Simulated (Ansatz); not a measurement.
An input for Ansatz 0.2.0 (GaP (F-43m)):

```yaml
crystal:
  lattice:
    - [0.0, 2.72525, 2.72525]
    - [2.72525, 0.0, 2.72525]
    - [2.72525, 2.72525, 0.0]
  atoms:
    - { symbol: Ga, position: [0.0, 0.0, 0.0] }
    - { symbol: P, position: [0.25, 0.25, 0.25] }
kpoints:
  mp_grid: { grid: [4, 4, 4] }
  band_path:
    path:
      - [0.0, 0.0, 0.0]
      - [-0.5, -0.5, 0.0]
      - [-0.375, -0.375, 0.25]
      - [-0.375, 0.0, 0.375]
      - [0.0, 0.0, 0.5]
      - [-0.5, -0.25, 0.25]
      - [-0.45, -0.45, 0.0]
    npoints: 1
hamiltonian:
  xc: hse06
scf:
  occupations: { method: fixed }
  n_extra_bands: 8
magnetization:
  noncollinear: true
  spin_orbit: true
output:
  eigenvalues: true
```

```sh
ansatz run input.yaml --threads 2 --pin off --max-ram 92160MiB --backend cuda --events-out ev --progress --plain --runs-dir out --devices 1 --max-vram 13GiB  # rebuilt from the run's record
```

How long will it take on 1 × NVIDIA H100 80GB HBM3 (shared by 6 runs) with 2 threads of AMD EPYC 7R13 (Zen 3), shared host, and how much memory?

It took 17 s; on shared hardware allow 8.5 s to 34 s. Peak host memory was 1.1 GiB. The sizes that set the cost: 749 plane waves a state, 8 irreducible k points and 14 SCF cycles.

Exact exchange couples every pair of k points and filled bands, so it costs far more than a semilocal run.

[Paths, hosts, dates, memory and timing lines, banners, echoed tables and standing remarks are left out of the program output.]

[Logs are printed without paths, hosts, clocks, repeated set-up lines and the standing remarks that a program may print on its own settings, such as how far it seeks lower states.]

[Runs of the session that timed out or met a known fault of the program may be left out.]

[Cells called generated may have been cut or substituted from an entry of the Crystallography Open Database or the Materials Project.]

[Hosts, paths, dates, database ids (printed as entryN), source tags and the programs' standing remarks are cut or masked in the printed files.]
